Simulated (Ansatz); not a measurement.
# Response to strain in InCuS2

Base system: InCuS2 in the chalcopyrite structure (space group I-42d, No. 122; a = 5.577 Å, c = 11.234 Å). Axes: x, y, z lie along a, b, c of the conventional cell.

Strains are applied to the cell and any free atomic positions relax; under biaxial strain the out-of-plane vector relaxes too.

Level of theory: PBE in Ansatz (plane waves to 420 eV, PAW, spin-orbit coupling left out).

Candidates:
(a) biaxial strain +0.57 %, plane normal [001], relaxed out of plane
(b) biaxial strain −3.54 %, plane normal [001], relaxed out of plane
(c) tensor shear ε_yz = −3.24 %
(d) biaxial strain −4.89 %, plane normal [001], relaxed out of plane

Notes on the quantities. energy relative to the base: free energy F.

Question: Order them by energy relative to the base, lowest first.

Answer: (a) biaxial strain +0.57 %, plane normal [001], relaxed out of plane (+0.3 meV/atom), (c) tensor shear ε_yz = −3.24 % (+11 meV/atom), (b) biaxial strain −3.54 %, plane normal [001], relaxed out of plane (+12 meV/atom), (d) biaxial strain −4.89 %, plane normal [001], relaxed out of plane (+24 meV/atom)

The mesh was chosen for an insulator and is coarse for the gapless case. No phonon test of stability was made. The final runs are not spin-polarised.

Ansatz is a program for electronic structure.
